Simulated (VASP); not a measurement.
NaCl (distorted zincblende): a PBE single-point calculation in VASP

INCAR

```
LASPH = .TRUE.
SIGMA = 0.02
NBANDS = 14
ENCUT = 520
NELM = 120
LWAVE = .FALSE.
EDIFF = 1E-7
GGA = PE
PREC = Accurate
ISMEAR = -1
LCHARG = .FALSE.
NSW = 0
LREAL = .FALSE.
ISIF = 2
IBRION = -1
```

KPOINTS

```
KPOINTS created by Atomic Simulation Environment
0
Gamma
6 6 6
0 0 0
```

POSCAR

```
Na Cl
 1.0000000000000000
    -0.0687000000000000    3.1042999999999998    3.1774000000000000
     3.0733000000000001    0.0044000000000000    3.1044000000000000
     3.0646000000000000    3.0225000000000000    0.0130000000000000
 Na  Cl
   1   1
Cartesian
  2.9624736299999999  2.8792615000000001  0.1432689600000000
  1.3372709400000000  1.9752950800000002  1.4556043200000000
```

VASP ran with the recommended PBE PAW datasets (14 valence electrons in the cell).

OSZICAR

```
N       E                     dE             d eps       ncg     rms          rms(c)
DAV:   1     0.927215692261E+02    0.92722E+02   -0.59306E+03  3136   0.996E+02
DAV:   2     0.283327020239E+01   -0.89888E+02   -0.82318E+02  3398   0.236E+02
DAV:   3    -0.647098705940E+01   -0.93043E+01   -0.92495E+01  4072   0.716E+01
DAV:   4    -0.664078629684E+01   -0.16980E+00   -0.16972E+00  3796   0.109E+01
DAV:   5    -0.664472953377E+01   -0.39432E-02   -0.39429E-02  4236   0.168E+00    0.253E+00
DAV:   6    -0.627763830350E+01    0.36709E+00   -0.65855E-01  3982   0.430E+00    0.182E+00
DAV:   7    -0.625142212769E+01    0.26216E-01   -0.15082E-01  4064   0.212E+00    0.123E+00
DAV:   8    -0.626643514735E+01   -0.15013E-01   -0.14063E-02  3484   0.931E-01    0.219E-01
DAV:   9    -0.626711936670E+01   -0.68422E-03   -0.68310E-04  4264   0.206E-01    0.127E-01
DAV:  10    -0.626811230578E+01   -0.99294E-03   -0.10206E-03  3466   0.199E-01    0.386E-02
DAV:  11    -0.626811822565E+01   -0.59199E-05   -0.25000E-05  4336   0.573E-02    0.937E-03
DAV:  12    -0.626812932099E+01   -0.11095E-04   -0.79260E-06  3544   0.179E-02    0.288E-03
DAV:  13    -0.626813132975E+01   -0.20088E-05   -0.17261E-06  4078   0.825E-03    0.423E-03
DAV:  14    -0.626813129706E+01    0.32688E-07   -0.27457E-07  3766   0.343E-03
   1 F= -.62681313E+01 E0= -.62681313E+01  d E =-.119107E-12
```

From OUTCAR

```
k-points           NKPTS =    112   k-points in BZ     NKDIM =    112   number of bands    NBANDS=     14

   NELECT =      14.0000    total number of electrons

   dimension x,y,z NGX =    36 NGY =   32 NGZ =   32
   dimension x,y,z NGXF=    72 NGYF=   64 NGZF=   64

  energy-cutoff  :      520.00
  volume of cell :       59.53
      direct lattice vectors                 reciprocal lattice vectors
    -0.068700000  3.104300000  3.177400000    -0.157627714  0.159153083  0.155823019
     3.073300000  0.004400000  3.104400000     0.160657364 -0.163597537  0.163307419
     3.064600000  3.022500000  0.013000000     0.161659825  0.167629748 -0.160277899

 k-points in reciprocal lattice and weights: KPOINTS created by Atomic Simulation Env
   0.00000000  0.00000000  0.00000000       0.005
   0.16666667  0.00000000 -0.00000000       0.009
   0.33333333  0.00000000 -0.00000000       0.009
   0.50000000  0.00000000 -0.00000000       0.005
   0.00000000  0.16666667  0.00000000       0.009
   0.16666667  0.16666667  0.00000000       0.009
   0.33333333  0.16666667  0.00000000       0.009
   0.50000000  0.16666667 -0.00000000       0.009
   ...

 E-fermi :  -1.7161

 k-point     1 :       0.0000    0.0000    0.0000
  band No.  band energies     occupation
      1     -23.0940      2.00000
      2     -23.0869      2.00000
      3     -23.0608      2.00000
      4     -14.5423      2.00000
      5      -2.6004      2.00000
      6      -2.4067      2.00000
      7      -2.2155      2.00000
      8       2.4064      0.00000
      9       8.4668      0.00000
     10       8.7783      0.00000
     11       9.2343      0.00000
     12      10.3857      0.00000
     13      11.0346      0.00000
     14      12.4123      0.00000

 k-point     2 :       0.1667    0.0000   -0.0000
  band No.  band energies     occupation
      1     -23.0953      2.00000
      2     -23.0884      2.00000
      3     -23.0641      2.00000
      4     -14.5015      2.00000
      5      -2.8684      2.00000
      6      -2.4423      2.00000
      7      -2.2553      2.00000
      8       2.9796      0.00000
      9       7.7716      0.00000
     10       8.8493      0.00000
     11       9.4167      0.00000
     12      10.0811      0.00000
     13      10.5478      0.00000
     14      11.8158      0.00000

 k-point     3 :       0.3333    0.0000   -0.0000
  band No.  band energies     occupation
      1     -23.1000      2.00000
      2     -23.0907      2.00000
      3     -23.0693      2.00000
      4     -14.4182      2.00000
      5      -3.3531      2.00000
      6      -2.4748      2.00000
      7      -2.3197      2.00000
      8       4.1821      0.00000
      9       6.7684      0.00000
     10       8.4775      0.00000
     11       8.9403      0.00000
     12      10.8759      0.00000
     13      11.1318      0.00000
     14      11.4143      0.00000

 k-point     4 :       0.5000    0.0000   -0.0000
  band No.  band energies     occupation
      1     -23.1034      2.00000
      2     -23.0915      2.00000
      3     -23.0712      2.00000
      4     -14.3759      2.00000
      5      -3.5660      2.00000
      6      -2.4884      2.00000
      7      -2.3499      2.00000
      8       4.9917      0.00000
      9       6.1494      0.00000
     10       8.2536      0.00000
     11       8.6687      0.00000
     12      11.4003      0.00000
     13      12.1953      0.00000
     14      12.4020      0.00000

 k-point     5 :       0.0000    0.1667    0.0000
  band No.  band energies     occupation
      1     -23.0959      2.00000
      2     -23.0873      2.00000
      3     -23.0611      2.00000
      4     -14.5118      2.00000
      5      -2.6282      2.00000
      6      -2.5632      2.00000
      7      -2.4190      2.00000
      8       3.0341      0.00000
      9       8.0791      0.00000
     10       8.5694      0.00000
     11       9.2299      0.00000
     12       9.9920      0.00000
     13      10.5416      0.00000
     14      11.9715      0.00000

 k-point     6 :       0.1667    0.1667    0.0000
  band No.  band energies     occupation
      1     -23.0971      2.00000
      2     -23.0882      2.00000
      3     -23.0636      2.00000
      4     -14.4896      2.00000
      5      -2.8261      2.00000
      6      -2.4854      2.00000
      7      -2.3823      2.00000
      8       3.1641      0.00000
      9       7.8060      0.00000
     10       8.6961      0.00000
     11       8.9729      0.00000
     12       9.5175      0.00000
     13      11.2082      0.00000
     14      13.2167      0.00000

 k-point     7 :       0.3333    0.1667    0.0000
  band No.  band energies     occupation
      1     -23.1016      2.00000
      2     -23.0901      2.00000
      3     -23.0687      2.00000
      4     -14.4162      2.00000
      5      -3.2218      2.00000
      6      -2.5351      2.00000
      7      -2.4124      2.00000
      8       4.0895      0.00000
      9       7.0214      0.00000
     10       7.8310      0.00000
     11       9.3351      0.00000
     12      10.0614      0.00000
     13      11.6340      0.00000
     14      12.6236      0.00000

 k-point     8 :       0.5000    0.1667   -0.0000
  band No.  band energies     occupation
      1     -23.1045      2.00000
      2     -23.0916      2.00000
      3     -23.0710      2.00000
      4     -14.3644      2.00000
      5      -3.4661      2.00000
      6      -2.5613      2.00000
      7      -2.5077      2.00000
      8       5.2342      0.00000
      9       6.1380      0.00000
     10       7.7631      0.00000
     11       8.9869      0.00000
     12      10.9317      0.00000
     13      12.2563      0.00000
     14      12.4596      0.00000

 k-point     9 :      -0.3333    0.1667    0.0000
  band No.  band energies     occupation
      1     -23.1013      2.00000
      2     -23.0918      2.00000
      3     -23.0695      2.00000
      4     -14.3873      2.00000
      5      -3.3758      2.00000
      6      -2.6144      2.00000
      7      -2.4793      2.00000
      8       5.0324      0.00000
      9       6.4162      0.00000
     10       7.7329      0.00000
     11       8.9382      0.00000
     12      10.8770      0.00000
     13      12.0378      0.00000
     14      12.5105      0.00000

 k-point    10 :      -0.1667    0.1667    0.0000
  band No.  band energies     occupation
      1     -23.0971      2.00000
      2     -23.0893      2.00000
      3     -23.0647      2.00000
      4     -14.4613      2.00000
      5      -3.0025      2.00000
      6      -2.5942      2.00000
      7      -2.4272      2.00000
      8       3.8352      0.00000
      9       7.4282      0.00000
     10       8.0347      0.00000
     11       9.3406      0.00000
     12       9.8432      0.00000
     13      11.2438      0.00000
     14      12.4608      0.00000

 k-point    11 :       0.0000    0.3333    0.0000
  band No.  band energies     occupation
      1     -23.0998      2.00000
      2     -23.0881      2.00000
      3     -23.0616      2.00000
      4     -14.4499      2.00000
      5      -3.0892      2.00000
      6      -2.6796      2.00000
      7      -2.4787      2.00000
      8       4.3050      0.00000
      9       7.0037      0.00000
     10       8.1763      0.00000
     11       8.7421      0.00000
     12      10.8723      0.00000
     13      11.1829      0.00000
     14      11.5551      0.00000

 k-point    12 :       0.1667    0.3333    0.0000
  band No.  band energies     occupation
      1     -23.1006      2.00000
      2     -23.0890      2.00000
      3     -23.0637      2.00000
      4     -14.4372      2.00000
      5      -3.0232      2.00000
      6      -2.6721      2.00000
      7      -2.5379      2.00000
      8       4.1888      0.00000
      9       7.1458      0.00000
     10       7.6903      0.00000
     11       9.2979      0.00000
     12       9.8177      0.00000
     13      11.8733      0.00000
     14      12.4713      0.00000

 k-point    13 :       0.3333    0.3333    0.0000
  band No.  band energies     occupation
      1     -23.1046      2.00000
      2     -23.0906      2.00000
      3     -23.0681      2.00000
      4     -14.3828      2.00000
      5      -3.2450      2.00000
      6      -2.6342      2.00000
      7      -2.5765      2.00000
      8       4.3933      0.00000
      9       6.8486      0.00000
     10       7.3831      0.00000
     11       9.8543      0.00000
     12      10.2580      0.00000
     13      12.0076      0.00000
     14      13.6618      0.00000

 ...

  Total        2.0200037      0.2437792      1.3865803      1.0583108     -0.7600782     -1.9907142
  in kB       54.3693311      6.5614308     37.3204486     28.4849223    -20.4578563    -53.5809900
  external PRESSURE =      32.7504035 kB  Pullay stress =       0.0000000 kB

 POSITION                                       TOTAL-FORCE (eV/Angst)
 -----------------------------------------------------------------------------------
      2.96247      2.87926      0.14327         1.113797      1.012122     -0.879904
      1.33727      1.97530      1.45560        -1.113797     -1.012122      0.879904
 -----------------------------------------------------------------------------------
    total drift:                               -0.000003      0.000400     -0.000060

  FREE ENERGIE OF THE ION-ELECTRON SYSTEM (eV)
  ---------------------------------------------------
  free  energy   TOTEN  =        -6.2681312971 eV

  energy  without entropy=       -6.2681312971  energy(sigma->0) =       -6.26813130
```

- gap between bands v and c on the k mesh: 4.62 eV
- least direct gap on the k mesh: 4.62 eV
- pressure: 3.3 GPa
- largest force: 1.74 eV/Å

Band v is the last that the valence electrons fill when counted band by band, and c is the next.
